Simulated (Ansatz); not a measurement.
Os: do energies and stresses tell the same story?

Level of theory: DFT PBE, scalar-relativistic, plane waves, PAW in Ansatz 0.2.0.

Cutoff 420 eV; k points 18×18×10 on the computed 2-atom cell (Γ-centred); Gaussian smearing, width 0.10 eV; no spin polarisation.

Relaxed cell: P6_3/mmc, a = 2.753 Å, b = 2.753 Å, c = 4.351 Å, α = 90.00°, β = 90.00°, γ = 120.00°, 2 atoms in the primitive cell.

Energies at zero smearing and pressures from the stress tensor, at volumes with shape and atoms relaxed:
```
V (Å³/atom) E − E(first) (meV/atom) P (GPa)
     12.563                     0.00    68.76
     12.992                  -153.71    46.89
     13.420                  -253.70    28.49
     13.848                  -308.49    13.01
     14.277                  -325.29     0.00
     14.705                  -310.16   -10.93
     15.133                  -268.23   -20.09
     15.704                  -178.10   -30.01
```

Task: Check P = −dE/dV between neighbouring volumes, and get the bulk modulus from the pressures alone.

Result: With 1 eV/Å³ = 160.2 GPa:
| middle V (Å³/atom) | −ΔE/ΔV (GPa) | mean P (GPa) |
| --- | --- | --- |
| 12.777 | 57.499 | 57.827 |
| 13.206 | 37.403 | 37.692 |
| 13.634 | 20.499 | 20.752 |
| 14.062 | 6.284 | 6.505 |
| 14.491 | -5.660 | -5.467 |
| 14.919 | -15.684 | -15.513 |
| 15.419 | -25.288 | -25.053 |

The two differ by 0.33 GPa at most. The mean of two end pressures misses the average over a step by about ΔV² P″/12, up to 0.31 GPa here; with that taken off 0.04 GPa remains. The stress is the derivative of the free energy, not of the energy at zero smearing, and with free energies 0.01 GPa remains. Around V = 14.277 Å³/atom, the two neighbours give B = −V ΔP/ΔV = 14.277 × 23.94 / 0.857 = 399.1 GPa, against B0 = 396.6 GPa from the Birch–Murnaghan fit of the energies.

Spin–orbit coupling is left out, which can shift energies with elements as heavy as these.